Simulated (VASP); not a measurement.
# BN (P6_3/mmc) in VASP: further runs, part 2 of 2

VASP 6.6.1.

### Step 3. Relaxation of cell and atoms, PBE+D3(BJ)

INCAR reads:

```
SYSTEM = BN
PREC     = Accurate       ! precision mode
ENCUT    = 600            ! plane-wave cutoff, eV
EDIFF    = 1E-7           ! SCF threshold, eV
ISMEAR   = 0              ! smearing method
SIGMA    = 0.03           ! smearing width, eV
LREAL    = .False.        ! projectors in reciprocal space
LASPH    = .True.         ! aspherical terms in the spheres
NELM     = 80             ! most SCF steps
ALGO     = Normal         ! electronic algorithm
ISIF     = 3              ! what is computed and relaxed
LWAVE    = .False.        ! write WAVECAR
LCHARG   = .False.        ! write CHGCAR
GGA      = PE             ! functional
IVDW     = 12             ! dispersion correction
IBRION   = 2              ! ionic algorithm
NSW      = 90             ! ionic steps
EDIFFG   = -0.005         ! ionic threshold
KPAR     = 2
```

KPOINTS reads:

```
Automatic mesh
0
Gamma
  12 12 4
  0 0 0
```

POSCAR reads:

```
BN                                      
1.0
    2.5062642033      0.0000000000      0.0000000000
   -1.2531321016      2.1704884687     -0.0000000000
    0.0000000000      0.0000000000      6.5842539463
  B               N             
     2     2
Direct
     0.3333333332999970    0.6666666667000030    0.2500000000000000
     0.6666666667000030    0.3333333332999970    0.7500000000000000
     0.3333333332999970    0.6666666667000030    0.7500000000000000
     0.6666666667000030    0.3333333332999970    0.2500000000000000
```

Potentials or basis: VASP PAW PBE potentials, release 64 (B, N).

Run with:

```sh
cat potpaw_PBE.64/B/POTCAR potpaw_PBE.64/N/POTCAR > POTCAR
mpirun -np 2 vasp_std > vasp.out
```

It took 22 s on 2 MPI ranks of AMD EPYC 9R45 (Zen 5), shared host; peak memory 0.14 GiB.

Results (log left out):

- Free energy: -35.7242 eV
- Relaxed volume: 8.94 Å³/atom
- Relaxed cell: a = 2.507 Å, b = 2.507 Å, c = 6.574 Å, α = 90.00°, β = 90.00°, γ = 120.00°
- Space group after relaxing (to 0.05 Å): P6_3/mmc (No. 194)
- Energy gained by relaxing: 0.0 meV/atom
- Ionic steps: 6
- Pressure after relaxing: -0.1 GPa
- Band gap on the k mesh: 4.25 eV, indirect (least direct gap 4.63 eV)
- Dispersion energy per atom: -0.143 eV

Final structure:
```yaml
crystal:
  lattice:
    - [2.50650, 0.00000, 0.00000]
    - [-1.25325, 2.17069, 0.00000]
    - [0.00000, 0.00000, 6.57374]
  atoms:
    - { symbol: B, position: [0.33333, 0.66667, 0.25000] }
    - { symbol: B, position: [0.66667, 0.33333, 0.75000] }
    - { symbol: N, position: [0.33333, 0.66667, 0.75000] }
    - { symbol: N, position: [0.66667, 0.33333, 0.25000] }
```

Levels at points of the mesh, in eV from the valence-band top:
```tsv
k point	band 4	band 5	band 6	band 7	band 8	band 9	band 10	band 11	band 12
(0.00, 0.00, 0.00)	-4.02	-1.34	-1.34	-1.30	-1.30	5.32	10.42	11.51	11.51
(0.50, 0.00, 0.00)	-8.83	-4.15	-4.07	-1.48	-0.41	4.25	5.68	9.51	9.91
(0.00, 0.00, 0.50)	-5.26	-1.32	-1.32	-1.32	-1.32	7.74	7.74	11.58	11.58
(0.50, 0.00, 0.50)	-8.87	-4.11	-4.11	-0.92	-0.92	4.72	4.72	9.89	9.89
```

A k mesh can miss the band edges. PBE gaps usually lie below the measured ones, often by a third to a half.

### Step 4. Relaxation of cell and atoms, PBE

INCAR reads:

```
SYSTEM = BN
ALGO = Normal
EDIFF = 1E-6
EDIFFG = -0.01
ENCUT = 600
GGA = PE
IBRION = 2
ISIF = 3
ISMEAR = 0
LASPH = .True.
LCHARG = .False.
LREAL = .False.
LWAVE = .False.
NELM = 80
NSW = 90
PREC = Accurate
SIGMA = 0.03
```

KPOINTS reads:

```
k-points
0
Gamma
  12 12 4
  0 0 0
```

POSCAR reads:

```
BN
1.0
    2.4982400000      0.0000000000      0.0000000000
   -1.2491200000      2.1635393048      0.0000000000
    0.0000000000      0.0000000000      6.6357000000
B N
2 2
Direct
    0.3333333333      0.6666666667      0.2500000000
    0.6666666667      0.3333333333      0.7500000000
    0.3333333333      0.6666666667      0.7500000000
    0.6666666667      0.3333333333      0.2500000000
```

Run with:

```sh
cat potpaw_PBE.64/B/POTCAR potpaw_PBE.64/N/POTCAR > POTCAR
mpirun -np 1 vasp_std > vasp.out
```

It took 66 s on 1 thread of Intel Xeon 6975P-C (Granite Rapids), shared host; peak memory 0.17 GiB.

The run converged. Its results:

```
Free energy                            : -35.1998 eV
Relaxed volume                         : 10.44 Å³/atom
Relaxed cell                           : a = 2.512 Å, b = 2.512 Å, c = 7.638 Å, α = 90.00°, β = 90.00°, γ = 120.00°
Space group after relaxing (to 0.05 Å) : P6_3/mmc (No. 194)
Energy gained by relaxing              : 11.6 meV/atom
Ionic steps                            : 10
Pressure after relaxing                : 0.0 GPa
Band gap on the k mesh                 : 4.47 eV, indirect (least direct gap 4.65 eV)
```

Step by step:
| step | energy change (eV) | largest force (eV/Å) | pressure (GPa) | volume (Å³) |
| --- | --- | --- | --- | --- |
| 1 | 0.0000 | 0.0000 | 4.99 | 35.87 |
| 2 | 0.0154 | 0.0000 | -6.41 | 37.33 |
| 3 | -0.0092 | 0.0000 | 0.44 | 36.42 |
| 4 | -0.0131 | 0.0000 | 0.40 | 36.66 |
| 5 | -0.0231 | 0.0000 | 0.34 | 37.41 |
| 6 | -0.0368 | 0.0000 | 0.27 | 38.90 |
| 7 | -0.0463 | 0.0000 | 0.25 | 41.87 |
| 8 | -0.0463 | 0.0000 | 0.26 | 41.70 |
| 9 | -0.0408 | 0.0000 | -2.90 | 42.31 |
| 10 | -0.0464 | 0.0000 | 0.00 | 41.75 |

Final structure:
```xyz
4
Lattice="2.5123 0.0000 0.0000 -1.2561 2.1757 0.0000 0.0000 0.0000 7.6381" Properties=species:S:1:pos:R:3 pbc="T T T"
B     0.0000    1.4505    1.9095
B     1.2561    0.7252    5.7286
N     0.0000    1.4505    5.7286
N     1.2561    0.7252    1.9095
```

Levels at points of the mesh, in eV from the valence-band top:
| k point | band 5 | band 6 | band 7 | band 8 | band 9 | band 10 | band 11 | band 12 |
| --- | --- | --- | --- | --- | --- | --- | --- | --- |
| (0.00, 0.00, 0.00) | -1.35 | -1.35 | -1.34 | -1.34 | 4.62 | 8.68 | 11.50 | 11.50 |
| (0.50, 0.00, 0.00) | -4.12 | -4.11 | -1.12 | -0.68 | 4.47 | 5.17 | 9.40 | 9.88 |
| (0.00, 0.00, 0.50) | -1.34 | -1.34 | -1.34 | -1.34 | 6.27 | 6.27 | 11.52 | 11.52 |
| (0.50, 0.00, 0.50) | -4.11 | -4.11 | -0.90 | -0.90 | 4.75 | 4.75 | 9.73 | 9.73 |

Caveat: the volume moved by over 15 % at a fixed basis, so the end points are rough; this functional lacks dispersion, which binds the layers, so the pressure and a relaxed spacing across them are unreliable, and here the layers came unbound; the volume moved by +16 % from the deposited cell, more than functionals usually miss. PBE usually gives volumes a little too large and moduli too small.

### Step 5. Relaxation of cell and atoms, PBE

This run uses another cell than the first one, of 10.44 Å³/atom, 1.164 times its volume.

Changes to INCAR since step 4:

```diff
@@ -2,4 +2,4 @@
 ALGO = Normal
-EDIFF = 1E-6
-EDIFFG = -0.01
+EDIFF = 1E-7
+EDIFFG = -0.005
 ENCUT = 600
```

KPOINTS is that of step 4.

POSCAR reads:

```
BN                                      
1.0
    2.5122827311     -0.0000000000      0.0000000000
   -1.2561413656      2.1757006667     -0.0000000000
    0.0000000000     -0.0000000000      7.6381464451
  B               N             
     2     2
Direct
     0.3333333332999970    0.6666666667000030    0.2500000000000000
     0.6666666667000030    0.3333333332999970    0.7500000000000000
     0.3333333332999970    0.6666666667000030    0.7500000000000000
     0.6666666667000030    0.3333333332999970    0.2500000000000000
```

Run with:

```sh
cat potpaw_PBE.64/B/POTCAR potpaw_PBE.64/N/POTCAR > POTCAR
mpirun -np 1 vasp_std > vasp.out
```

Wall time 1.7 min (1 thread of Intel Xeon 6975P-C (Granite Rapids), shared host); peak memory 0.18 GiB.

It converged, with:

| Quantity | Value |
| --- | --- |
| Free energy | -35.2099 eV |
| Relaxed volume | 10.92 Å³/atom |
| Relaxed cell | a = 2.512 Å, b = 2.512 Å, c = 7.991 Å, α = 90.00°, β = 90.00°, γ = 120.00° |
| Space group after relaxing (to 0.05 Å) | P6_3/mmc (No. 194) |
| Energy gained by relaxing | 0.3 meV/atom |
| Ionic steps | 15 |
| Pressure after relaxing | 0.0 GPa |
| Band gap on the k mesh | 4.50 eV, indirect (least direct gap 4.65 eV) |

The path:
| step | energy change (eV) | largest force (eV/Å) | pressure (GPa) | volume (Å³) |
| --- | --- | --- | --- | --- |
| 1 | 0.0000 | 0.0000 | 0.02 | 41.75 |
| 2 | 0.0000 | 0.0000 | 0.15 | 41.76 |
| 3 | 0.0000 | 0.0000 | 0.21 | 41.76 |
| 4 | 0.0000 | 0.0000 | 0.21 | 41.77 |
| 5 | -0.0001 | 0.0000 | 0.19 | 41.80 |
| 6 | -0.0001 | 0.0000 | 0.15 | 41.86 |
| 7 | -0.0003 | 0.0000 | 0.07 | 41.98 |
| 8 | -0.0005 | 0.0000 | -0.08 | 42.23 |
| 9 | -0.0007 | 0.0000 | -0.38 | 42.71 |
| 10 | -0.0007 | 0.0000 | -0.50 | 42.90 |
| 11 | -0.0007 | 0.0000 | -0.49 | 42.91 |
| 12 | -0.0008 | 0.0000 | -0.45 | 42.96 |
| 13 | -0.0008 | 0.0000 | -0.38 | 43.06 |
| 14 | -0.0010 | 0.0000 | -0.24 | 43.27 |
| 15 | -0.0011 | 0.0000 | 0.04 | 43.67 |

Final structure:
```
B N
1.0
     2.51200    0.00000    0.00000
    -1.25600    2.17545    0.00000
     0.00000    0.00000    7.99092
B N
2 2
Direct
  0.33333 0.66667 0.25000
  0.66667 0.33333 0.75000
  0.33333 0.66667 0.75000
  0.66667 0.33333 0.25000
```

Levels at points of the mesh, in eV from the valence-band top:
```csv
k point,band 5,band 6,band 7,band 8,band 9,band 10,band 11,band 12
"(0.00, 0.00, 0.00)",-1.35,-1.35,-1.34,-1.34,4.50,8.19,10.56,11.50
"(0.50, 0.00, 0.00)",-4.12,-4.11,-1.06,-0.74,4.53,5.08,9.41,9.88
"(0.00, 0.00, 0.50)",-1.35,-1.35,-1.35,-1.35,5.95,5.95,11.52,11.52
"(0.50, 0.00, 0.50)",-4.12,-4.12,-0.90,-0.90,4.76,4.76,9.71,9.71
```

Caveat: this functional lacks dispersion, which binds the layers, so the pressure and a relaxed spacing across them are unreliable. A k mesh can miss the band edges.
